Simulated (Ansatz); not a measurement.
# Strain and the gap of BN (rocksalt)

BN built on the rocksalt prototype, relaxed with r2SCAN in the plane-wave code Ansatz. Space group Fm-3m (No. 225), cubic; a = 3.492 Å in the conventional setting, 5.32 Å³ an atom. B is surrounded by 6 N at 1.75 Å; N is surrounded by 6 B at 1.75 Å.

The axes x, y and z are those of this cell:
```
B N
1.0
     0.00000    1.74583    1.74583
     1.74583    0.00000    1.74583
     1.74583    1.74583    0.00000
B N
1 1
Direct
  0.00000 0.00000 0.00000
  0.50000 0.50000 0.50000
```

Unstrained: With PBE the valence top lies at Γ–K (0.45 of the way from Γ) and the conduction bottom at X, 1.201 eV higher; the smallest vertical gap, at L, is 5.863 eV. r2SCAN gives an indirect gap of 1.340 eV, from Γ–K (0.44 of the way from Γ) to X; the least direct gap is 6.538 eV at L. HSE06 gives an indirect gap of 2.182 eV, from Γ–K (0.45 of the way from Γ) to X; the least direct gap is 7.253 eV at L. Meshes: PBE 12×12×12, r2SCAN 12×12×12, HSE06 8×8×8. Strains are changes of length per length, and xy shears are angles. After each strain the atoms were relaxed again with r2SCAN within the symmetry that the strain leaves, so tilts or polar shifts that break it weren't tested; points keep the names that they have in the unstrained zone. Simulation only: spin-unpolarised, and no claim that this is the phase found in nature.

Changes of the least gap in eV (an overlap counts as a negative gap):
```
                                                      strain  volume change (%)  space group     PBE  r2SCAN   HSE06  G0W0@PBE (mesh)  energy rise, r2SCAN (meV/atom)
epitaxial +2.0 % in the xy plane, free normal strain -2.30 %               +1.6       I4/mmm  -0.765       –  -0.829            -0.88                               –
                 xy shear, engineering strain (angle) +1.0 %                0.0         Immm  -0.090       –  -0.088            -0.09                               –
                                 uniaxial +1.5 % along [111]               +1.5         R-3m  -0.198       –  -0.212            -0.24                               –
                            isotropic -0.5 % on every length               -1.5        Fm-3m  +0.112       –  +0.127            +0.13                               –
```
Unstrained, G0W0@PBE with 44 empty bands, a screening cutoff of 150 eV and an 8×8×8 mesh gives 1.88 eV on its mesh; the band count follows the volume. G0W0 here is at a finite number of bands, screening cutoff and k mesh, not at the basis limit.

Epitaxial +2.0 % in the xy plane, free normal strain -2.30 %. HSE06: the gap goes from 2.182 to 1.353 eV (-0.829 eV); the X points, equivalent before, split by 1029 meV, and the conduction bottom lies at those like (1/2, 1/2, 0); the edges go from Γ–K (0.45) → X to Γ–K (0.40) → X. Stress change with PBE, compression positive: xx -8.14, yy -8.14, zz +0.72 GPa.

Xy shear, engineering strain (angle) +1.0 %. HSE06: the gap goes from 2.182 to 2.094 eV (-0.088 eV); the edges go from Γ–K (0.45) → X to Γ–K (0.44) → X. Stress change with PBE, compression positive: xx +0.06, yy +0.06, zz -0.03, xy -6.30 GPa.

Uniaxial +1.5 % along [111], other directions held. HSE06: the gap goes from 2.182 to 1.970 eV (-0.212 eV); the edges go from Γ–K (0.45) → X to (0.172, 0.172, 1/3) → X. Stress change with PBE, compression positive: xx -5.65, yy -5.65, zz -5.65, xy -6.15, xz -6.15, yz -6.15 GPa.

Isotropic -0.5 % on every length. HSE06: the gap goes from 2.182 to 2.309 eV (+0.127 eV). Stress change with PBE, compression positive: xx +6.10, yy +6.10, zz +6.10 GPa. For HSE06, dE_g/d ln V = -8.5 eV over this step.

Where an edge lies off the special points, it is a point of the mesh or the k point where a search put PBE's edge or least direct gap, reused for the other functionals, whose own edges may lie a little apart.

Coordinates of k points refer to the reciprocal vectors of the primitive cell of the runs.

The meshes of the hybrids are coarse, so their gaps aren't converged to the digits shown.
